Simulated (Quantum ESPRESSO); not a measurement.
# Al (Im-3m) in Quantum ESPRESSO: a series of runs, part 2 of 2

Quantum ESPRESSO 7.5. The steps go on from the part before.

### Step 3. Phonons, PBEsol

Contents of pw.in:

```
&CONTROL
  calculation = 'scf'
  prefix = 'pwscf'
  outdir = './tmp'
  pseudo_dir = './pseudo'
  tprnfor = .true.
  tstress = .true.
  disk_io = 'low'
/
&SYSTEM
  ibrav = 0
  nat = 1
  ntyp = 1
  ecutwfc = 40
  nbnd = 6
  occupations = 'smearing'
  smearing = 'mv'
  degauss = 0.01469973
/
&ELECTRONS
  conv_thr = 2d-10
  electron_maxstep = 120
  mixing_beta = 0.5
/
ATOMIC_SPECIES
Al    26.9815 Al.upf
CELL_PARAMETERS angstrom
  -1.5912186900    1.5912186900    1.5912186900
   1.5912186900   -1.5912186900    1.5912186900
   1.5912186900    1.5912186900   -1.5912186900
ATOMIC_POSITIONS angstrom
Al     0.0000000000    0.0000000000    0.0000000000
K_POINTS automatic
12 12 12 0 0 0
```

Contents of scf2.in:

```
&CONTROL
  calculation = 'scf'
  prefix = 'pwscf'
  outdir = './tmp'
  pseudo_dir = './pseudo'
  tprnfor = .true.
  tstress = .true.
  disk_io = 'low'
/
&SYSTEM
  ibrav = 0
  nat = 1
  ntyp = 1
  ecutwfc = 40
  nbnd = 6
  occupations = 'smearing'
  smearing = 'mv'
  degauss = 0.01469973
/
&ELECTRONS
  conv_thr = 1d-13
  electron_maxstep = 120
  mixing_beta = 0.5
  startingpot = 'file'
  startingwfc = 'file'
/
ATOMIC_SPECIES
Al    26.9815 Al.upf
CELL_PARAMETERS angstrom
  -1.5912186900    1.5912186900    1.5912186900
   1.5912186900   -1.5912186900    1.5912186900
   1.5912186900    1.5912186900   -1.5912186900
ATOMIC_POSITIONS angstrom
Al     0.0000000000    0.0000000000    0.0000000000
K_POINTS automatic
12 12 12 0 0 0
```

Contents of ph.in:

```
phonons of Al
&INPUTPH
  prefix = 'pwscf'
  outdir = './tmp'
  tr2_ph = 1d-18
  fildyn = 'dyn'
  niter_ph = 90
  alpha_mix(1) = 0.4
/
0.4330127019 0.4330127019 0.0000000000
```

Potentials or basis: PseudoDojo 0.4.1 SR PBEsol standard.

Command:

```bash
OMP_NUM_THREADS=1 pw.x -in pw.in > pw.out
OMP_NUM_THREADS=1 pw.x -in scf2.in > scf2.out
OMP_NUM_THREADS=1 ph.x -in ph.in > ph.out
```

pw.out:

```text
This program is part of the open-source Quantum ESPRESSO suite
     for quantum simulation of materials; please cite
[... 9 lines left out ...]
     --------------------
     sticks:   dense  smooth     PW     G-vecs:    dense   smooth      PW
     Sum         333     333    129                 3781     3781     959

     Using Slab Decomposition

     bravais-lattice index     =            0
     lattice parameter (alat)  =       5.2082  a.u.
     unit-cell volume          =     108.7542 (a.u.)^3
     number of atoms/cell      =            1
     number of atomic types    =            1
     number of electrons       =         3.00
     number of Kohn-Sham states=            6
     kinetic-energy cutoff     =      40.0000  Ry
     charge density cutoff     =     160.0000  Ry
     scf convergence threshold =      2.0E-10
     mixing beta               =       0.5000
     number of iterations used =            8  plain     mixing
     Exchange-correlation= PBESOL
                           (   1   4  10   8   0   0   0)

     celldm(1)=   5.208221  celldm(2)=   0.000000  celldm(3)=   0.000000
     celldm(4)=   0.000000  celldm(5)=   0.000000  celldm(6)=   0.000000

     crystal axes: (cart. coord. in units of alat)
               a(1) = (  -0.577350   0.577350   0.577350 )
               a(2) = (   0.577350  -0.577350   0.577350 )
               a(3) = (   0.577350   0.577350  -0.577350 )

     reciprocal axes: (cart. coord. in units 2 pi/alat)
               b(1) = ( -0.000000  0.866025  0.866025 )
               b(2) = (  0.866025 -0.000000  0.866025 )
               b(3) = (  0.866025  0.866025  0.000000 )

     PseudoPot. # 1 for Al read from file:
     Al.upf
     Pseudo is Norm-conserving + core correction, Zval =  3.0
     Generated using ONCVPSP code by D. R. Hamann
     Using radial grid of 1876 points,  6 beta functions with:
                l(1) =   0
                l(2) =   0
                l(3) =   1
                l(4) =   1
                l(5) =   2
                l(6) =   2

     atomic species   valence    mass     pseudopotential
     Al                3.00    26.98150     Al( 1.00)

     48 Sym. Ops., with inversion, found

   Cartesian axes

     site n.     atom                  positions (alat units)
         1        Al     tau(   1) = (   0.0000000   0.0000000   0.0000000  )

     number of k points=    72  Marzari-Vanderbilt smearing, width (Ry)=  0.0147
                       cart. coord. in units 2pi/alat
        k(    1) = (   0.0000000   0.0000000   0.0000000), wk =   0.0011574
        k(    2) = (   0.0721688   0.0721688   0.0000000), wk =   0.0138889
        k(    3) = (   0.1443376   0.1443376   0.0000000), wk =   0.0138889
        k(    4) = (   0.2165064   0.2165064   0.0000000), wk =   0.0138889
        k(    5) = (   0.2886751   0.2886751   0.0000000), wk =   0.0138889
        k(    6) = (   0.3608439   0.3608439   0.0000000), wk =   0.0138889
[... 64 lines left out ...]
        k(   71) = (  -0.8660254  -0.0721688  -0.0721688), wk =   0.0138889
        k(   72) = (  -0.8660254  -0.8660254  -0.8660254), wk =   0.0011574

     Dense  grid:     3781 G-vectors     FFT dimensions: (  24,  24,  24)

     Initial potential from superposition of free atoms

     starting charge       2.9977, renormalised to       3.0000
     Starting wfcs are    4 randomized atomic wfcs +    2 random wfcs

     Self-consistent Calculation

     iteration #  1     ecut=    40.00 Ry     beta= 0.50
     Davidson diagonalization with overlap
     ethr =  1.00E-02,  avg # of iterations =  6.2

     Threshold (ethr) on eigenvalues was too large:
     Diagonalizing with lowered threshold

     Davidson diagonalization with overlap
     ethr =  1.80E-04,  avg # of iterations =  2.9

     total energy              =      -4.63266850 Ry
     estimated scf accuracy    <       0.00531636 Ry

     iteration #  2     ecut=    40.00 Ry     beta= 0.50
     Davidson diagonalization with overlap
     ethr =  1.77E-04,  avg # of iterations =  1.0

     total energy              =      -4.63226405 Ry
     estimated scf accuracy    <       0.00110636 Ry

     iteration #  3     ecut=    40.00 Ry     beta= 0.50
     Davidson diagonalization with overlap
     ethr =  3.69E-05,  avg # of iterations =  1.9

     total energy              =      -4.63231021 Ry
     estimated scf accuracy    <       0.00000084 Ry

     iteration #  4     ecut=    40.00 Ry     beta= 0.50
     Davidson diagonalization with overlap
     ethr =  2.80E-08,  avg # of iterations =  4.7

     total energy              =      -4.63231272 Ry
     estimated scf accuracy    <       0.00000002 Ry

     iteration #  5     ecut=    40.00 Ry     beta= 0.50
     Davidson diagonalization with overlap
     ethr =  5.68E-10,  avg # of iterations =  1.8

     total energy              =      -4.63231273 Ry
     estimated scf accuracy    <          1.1E-09 Ry

     iteration #  6     ecut=    40.00 Ry     beta= 0.50
     Davidson diagonalization with overlap
     ethr =  3.64E-11,  avg # of iterations =  1.6

     End of self-consistent calculation

          k = 0.0000 0.0000 0.0000 (   459 PWs)   bands (ev):

    -3.1733  21.5183  21.5183  23.0958  23.0958  23.0958

          k = 0.0722 0.0722 0.0000 (   451 PWs)   bands (ev):

    -2.9705  19.3457  20.3570  20.7550  22.2859  23.3164

          k = 0.1443 0.1443 0.0000 (   465 PWs)   bands (ev):

    -2.3638  15.8887  18.9675  19.3886  20.9506  22.1496

          k = 0.2165 0.2165 0.0000 (   465 PWs)   bands (ev):

    -1.3584  12.4781  17.8630  18.1461  19.7897  21.1681

          k = 0.2887 0.2887 0.0000 (   468 PWs)   bands (ev):

     0.0373   9.3256  17.0728  17.2127  18.9341  20.3931

          k = 0.3608 0.3608 0.0000 (   464 PWs)   bands (ev):

     1.8092   6.4913  16.5996  16.6411  18.4152  19.8968

          k =-0.4330-0.4330 0.0000 (   476 PWs)   bands (ev):

     3.7078   4.2375  16.4416  16.4489  18.2409  19.7262

          k = 0.1443 0.0722 0.0722 (   464 PWs)   bands (ev):

    -2.5657  17.6290  17.8360  19.6793  22.4128  22.5475

          k = 0.2165 0.1443 0.0722 (   462 PWs)   bands (ev):

    -1.7597  14.2731  16.3708  18.4404  21.3208  22.6255

          k = 0.2887 0.2165 0.0722 (   463 PWs)   bands (ev):

    -0.5591  10.9963  15.3039  17.4440  20.3266  22.2679

          k = 0.3608 0.2887 0.0722 (   469 PWs)   bands (ev):

     1.0253   8.0052  14.5837  16.7653  19.6332  21.7862

          k = 0.4330 0.3608 0.0722 (   465 PWs)   bands (ev):

     2.9685   5.3546  14.2211  16.4232  19.2797  21.5043

          k = 0.2887 0.1443 0.1443 (   461 PWs)   bands (ev):

    -0.7585  12.7301  13.3249  17.3726  21.9031  22.3063

          k = 0.3608 0.2165 0.1443 (   467 PWs)   bands (ev):

     0.6311   9.8507  12.1653  16.5410  21.3029  23.1604

          k = 0.4330 0.2887 0.1443 (   465 PWs)   bands (ev):

     2.3946   7.0524  11.5927  16.0276  20.8124  24.0295

          k = 0.5052 0.3608 0.1443 (   467 PWs)   bands (ev):

     4.2720   4.8259  11.4037  15.8545  20.6433  24.2678

          k = 0.4330 0.2165 0.2165 (   468 PWs)   bands (ev):

     2.2009   8.7914   9.5262  15.8752  22.4317  22.9431

          k = 0.5052 0.2887 0.2165 (   468 PWs)   bands (ev):
[... 173 lines left out ...]
     3.5592   8.1626  11.7965  13.9364  17.5553  21.6369

          k = 0.0722-0.0722 0.5774 (   463 PWs)   bands (ev):

     3.3680   9.8920  10.4325  14.6243  15.8208  21.4934

          k =-0.8660-0.2165-0.2165 (   462 PWs)   bands (ev):

     5.4024   5.9853  11.6193  13.7692  19.0967  19.7737

          k =-0.7939-0.1443-0.2165 (   463 PWs)   bands (ev):

     5.2680   7.5918   9.8547  14.7042  16.9643  19.2046

          k =-0.7217-0.1443-0.1443 (   466 PWs)   bands (ev):

     7.0949   7.0949   8.0567  16.2775  16.2775  17.7483

          k =-0.0000-0.0000 0.5774 (   458 PWs)   bands (ev):

     3.1755  11.4404  11.4404  12.6976  14.5034  21.3574

          k = 0.0000-0.0722 0.6495 (   464 PWs)   bands (ev):

     4.9022   9.3853  10.9087  12.7407  14.7173  18.8414

          k =-0.8660-0.1443-0.1443 (   466 PWs)   bands (ev):

     6.7189   7.2842  10.7316  12.6942  15.8952  17.1208

          k =-0.7939-0.0722-0.1443 (   468 PWs)   bands (ev):

     6.7658   8.7712   9.3483  13.4638  14.4195  16.6162

          k = 0.0000 0.0000 0.7217 (   462 PWs)   bands (ev):

     6.5976  10.3771  10.3771  11.4776  13.1448  16.3455

          k =-0.8660-0.0722-0.0722 (   474 PWs)   bands (ev):

     8.3974   8.8255  10.2000  11.8329  13.0771  14.9193

          k =-0.8660-0.8660-0.8660 (   466 PWs)   bands (ev):

    10.0231  10.0231  10.0231  11.0706  11.0706  13.9709

     the Fermi energy is     8.1148 ev

!    total energy              =      -4.63231273 Ry
     estimated scf accuracy    <          1.4E-12 Ry
     smearing contrib. (-TS)   =      -0.00010109 Ry
     internal energy E=F+TS    =      -4.63221163 Ry

     The total energy is F=E-TS. E is the sum of the following terms:
     one-electron contribution =       2.98581288 Ry
     hartree contribution      =       0.00483537 Ry
     xc contribution           =      -2.17665852 Ry
     ewald contribution        =      -5.44620137 Ry

     convergence has been achieved in   6 iterations

     Forces acting on atoms (cartesian axes, Ry/au):

     atom    1 type  1   force =     0.00000000    0.00000000    0.00000000

     Total force =     0.000000     Total SCF correction =     0.000000

     Computing stress (Cartesian axis) and pressure

          total   stress  (Ry/bohr**3)                   (kbar)     P=       20.61
   0.00014009  -0.00000000  -0.00000000           20.61       -0.00       -0.00
  -0.00000000   0.00014009  -0.00000000           -0.00       20.61       -0.00
  -0.00000000  -0.00000000   0.00014009           -0.00       -0.00       20.61

=------------------------------------------------------------------------------=
   JOB DONE.
=------------------------------------------------------------------------------=
```

It took 50 s on 1 thread of Intel Xeon Platinum 8259CL at 2.50GHz (Skylake/Cascade Lake), shared host; peak memory 0.09 GiB.

Results:

```
Free energy                                 : -63.0258 eV
Pressure after relaxing                     : 2.1 GPa
Band gap on the k mesh                      : none (metal or under the smearing width)
Highest phonon frequency at the q point run : 333 cm⁻¹
Most unstable mode                          : 118i cm⁻¹
```

Phonon frequencies in cm⁻¹ (negative: imaginary):
| q point | frequencies |
| --- | --- |
| (0.000, 0.000, 0.500) | -118 220 333 |

Phonon modes at q = (0.000, 0.000, 0.500) in reciprocal lattice units:
```
mode  symmetry  cm⁻¹
   1      B_2u  -118
   2      B_1u   220
   3      B_3u   333
```

Caveat: some modes are imaginary.

### Step 4. Phonons, PBEsol

pw.in is that of step 3.

scf2.in is that of step 3.

ph.in, as its differences from that of step 3:

```diff
@@ -9,2 +9,2 @@
 /
-0.4330127019 0.4330127019 0.0000000000
+0.4330127019 0.4330127019 0.4330127019
```

Potentials or basis: PseudoDojo 0.4.1 SR PBEsol standard.

Command:

```bash
OMP_NUM_THREADS=1 pw.x -in pw.in > pw.out
OMP_NUM_THREADS=1 pw.x -in scf2.in > scf2.out
OMP_NUM_THREADS=1 ph.x -in ph.in > ph.out
```

pw.out:

```text
This program is part of the open-source Quantum ESPRESSO suite
     for quantum simulation of materials; please cite
[... 9 lines left out ...]
     --------------------
     sticks:   dense  smooth     PW     G-vecs:    dense   smooth      PW
     Sum         333     333    129                 3781     3781     959

     Using Slab Decomposition

     bravais-lattice index     =            0
     lattice parameter (alat)  =       5.2082  a.u.
     unit-cell volume          =     108.7542 (a.u.)^3
     number of atoms/cell      =            1
     number of atomic types    =            1
     number of electrons       =         3.00
     number of Kohn-Sham states=            6
     kinetic-energy cutoff     =      40.0000  Ry
     charge density cutoff     =     160.0000  Ry
     scf convergence threshold =      2.0E-10
     mixing beta               =       0.5000
[... 134 lines left out ...]
     estimated scf accuracy    <       0.00531636 Ry
[... 29 lines left out ...]
     iteration #  6     ecut=    40.00 Ry     beta= 0.50
     Davidson diagonalization with overlap
     ethr =  3.64E-11,  avg # of iterations =  1.6

     End of self-consistent calculation

          k = 0.0000 0.0000 0.0000 (   459 PWs)   bands (ev):

    -3.1733  21.5183  21.5183  23.0958  23.0958  23.0958

          k = 0.0722 0.0722 0.0000 (   451 PWs)   bands (ev):
[... 279 lines left out ...]
          k =-0.8660-0.8660-0.8660 (   466 PWs)   bands (ev):

    10.0231  10.0231  10.0231  11.0706  11.0706  13.9709

     the Fermi energy is     8.1148 ev

!    total energy              =      -4.63231273 Ry
     estimated scf accuracy    <          1.4E-12 Ry
     smearing contrib. (-TS)   =      -0.00010109 Ry
     internal energy E=F+TS    =      -4.63221163 Ry

     The total energy is F=E-TS. E is the sum of the following terms:
     one-electron contribution =       2.98581288 Ry
     hartree contribution      =       0.00483537 Ry
     xc contribution           =      -2.17665852 Ry
     ewald contribution        =      -5.44620137 Ry

     convergence has been achieved in   6 iterations

     Forces acting on atoms (cartesian axes, Ry/au):

     atom    1 type  1   force =     0.00000000    0.00000000    0.00000000

     Total force =     0.000000     Total SCF correction =     0.000000

     Computing stress (Cartesian axis) and pressure

          total   stress  (Ry/bohr**3)                   (kbar)     P=       20.61
   0.00014009  -0.00000000  -0.00000000           20.61       -0.00       -0.00
  -0.00000000   0.00014009  -0.00000000           -0.00       20.61       -0.00
  -0.00000000  -0.00000000   0.00014009           -0.00       -0.00       20.61

=------------------------------------------------------------------------------=
   JOB DONE.
=------------------------------------------------------------------------------=
```

scf2.out:

```text
This program is part of the open-source Quantum ESPRESSO suite
     for quantum simulation of materials; please cite
[... 9 lines left out ...]
     --------------------
     sticks:   dense  smooth     PW     G-vecs:    dense   smooth      PW
     Sum         333     333    129                 3781     3781     959
[... 460 lines left out ...]
   0.00014009   0.00000000   0.00000000           20.61        0.00        0.00
   0.00000000   0.00014009   0.00000000            0.00       20.61        0.00
   0.00000000   0.00000000   0.00014009            0.00        0.00       20.61

=------------------------------------------------------------------------------=
   JOB DONE.
=------------------------------------------------------------------------------=
```

ph.out:

```text
This program is part of the open-source Quantum ESPRESSO suite
     for quantum simulation of materials; please cite
         "P. Giannozzi et al., J. Phys.:Condens. Matter 21 395502 (2009);
         "P. Giannozzi et al., J. Phys.:Condens. Matter 29 465901 (2017);
         "P. Giannozzi et al., J. Chem. Phys. 152 154105 (2020);
     in publications or presentations arising from this work. More details at

     IMPORTANT: XC functional enforced from input :
     Exchange-correlation= PBESOL
[... 212 lines left out ...]

     freq (   1-   3) =        205.2  [cm-1]   --> T_2  G_15 P_4

     INITIALIZATION:

     DYNAMICAL MATRIX:

      Additional routines

=------------------------------------------------------------------------------=
   JOB DONE.
=------------------------------------------------------------------------------=
```

Run time: 26 s. Hardware: 1 thread of Intel Xeon Platinum 8259CL at 2.50GHz (Skylake/Cascade Lake), shared host; peak memory 0.09 GiB.

Results:

| Property | Result |
| --- | --- |
| Free energy | -63.0258 eV |
| Pressure after relaxing | 2.1 GPa |
| Band gap on the k mesh | none (metal or under the smearing width) |
| Highest phonon frequency at the q point run | 205 cm⁻¹ |

Phonon frequencies in cm⁻¹ (negative: imaginary):
| q point | frequencies |
| --- | --- |
| (0.250, 0.250, 0.250) | 205 205 205 |

Phonon modes at q = (0.250, 0.250, 0.250) in reciprocal lattice units:
| mode | symmetry | cm⁻¹ |
| --- | --- | --- |
| 1 | T_2 | 205 |
| 2 | T_2 | 205 |
| 3 | T_2 | 205 |
